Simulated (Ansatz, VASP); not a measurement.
One calculation of Ir, two programs

INCAR

```
SYSTEM = Ir
PREC = Accurate
ENCUT = 520
EDIFF = 1E-6
ISMEAR = 0
SIGMA = 0.15
LREAL = .FALSE.
LASPH = .TRUE.
NELM = 80
ALGO = Fast
ISIF = 2
LWAVE = .FALSE.
LCHARG = .FALSE.
NBANDS = 10
```

KPOINTS

```
regular mesh
0
G
  22 22 22
  0 0 0
```

Contents of POSCAR:

```
Ir
1.0
    0.0000000000      2.1118610658      1.6751281974
    2.1118610658      0.0000000000      1.6751281974
    2.1118610658      2.1118610658      0.0000000000
Ir
1
Direct
    0.0000000000      0.0000000000      0.0000000000
```

Input for Ansatz:

```yaml
crystal:
  lattice:
    - [0.0, 2.1118610658, 1.6751281974]
    - [2.1118610658, 0.0, 1.6751281974]
    - [2.1118610658, 2.1118610658, 0.0]
  atoms:
    - { symbol: Ir, position: [0.0, 0.0, 0.0] }
basis:
  ecutwfc: 420
kpoints:
  mp_grid: { grid: [22, 22, 22] }
hamiltonian:
  xc: lda
  pseudopotentials: { kind: paw, azcp: { folder: soft_1 } }
scf:
  occupations: { method: gaussian, width: 0.15 }
output:
  forces: true
  stress: true
  eigenvalues: true
```

Alike in both runs: task single point; functional LDA; k mesh 22 × 22 × 22; occupations gaussian, width 0.15 eV; no spin polarisation.

|  | VASP | Ansatz |
| --- | --- | --- |
| version | VASP 6.6.1 | Ansatz 0.2.0 |
| potentials or method | VASP PAW LDA potentials, release 64 (Ir) | scalar-relativistic, plane waves, PAW |
| plane-wave cutoff (eV) | 520 | 420 |
| valence electrons in the cell | 9 | 17 |

Ansatz gave:

| Property | Result |
| --- | --- |
| gap on the k mesh at the Fermi level (eV) | none |
| pressure (GPa) | -17.6 |
| largest component of the traceless stress (GPa) | 29.33 |

**Question.** Estimate VASP's values.

**Answer.** gap on the k mesh at the Fermi level (eV): none; pressure (GPa): -15.0; largest component of the traceless stress (GPa): 29.02.

A gap of «none» marks a metal or a gap that the smearing closes. The two sets of potentials don't hold the same shells in valence. Ansatz warned: «pseudo_functional_mismatch».

Caveats: so large a pressure means that the cell lies far from this level's equilibrium, or that cutoff or potentials fall short (VASP). Spin-orbit coupling is left out, which matters for the levels of Ir.
